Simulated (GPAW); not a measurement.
CsPbCl3:

```xyz
5
Lattice="5.6050 0.0000 0.0000 0.0000 5.6050 0.0000 0.0000 0.0000 5.6050" Properties=species:S:1:pos:R:3 pbc="T T T"
Pb    2.8025    2.8025    2.8025
Cs    0.0000    0.0000    0.0000
Cl    2.8025    0.0000    2.8025
Cl    0.0000    2.8025    2.8025
Cl    2.8025    2.8025    0.0000
```

Program: GPAW 26.7.0. Alike in all runs: task single point; no spin polarisation; cell as given; k mesh 5 × 5 × 5; cutoff (eV) 600; smearing fermi-dirac 0.05 eV.

Q: Order these runs on this cell by their band gap on the k mesh, lowest first.
A. level PBE; potentials or basis GPAW PAW data sets (gpaw-data 1.2.1), pw
B. level TB-mBJ; potentials or basis GPAW PAW data sets for LDA (gpaw-data 1.2.1), pw
C. level SCAN; potentials or basis GPAW PAW data sets (gpaw-data 1.2.1), pw

A: A (2.90 eV), C (3.21 eV), B (3.73 eV).

Caveats: spin-orbit coupling is left out, which as a rule narrows the gap of such compounds by several tenths of an eV; an odd mesh through Γ misses points on the zone boundary, where band edges often lie; a model potential gives levels but no total energy (some runs).
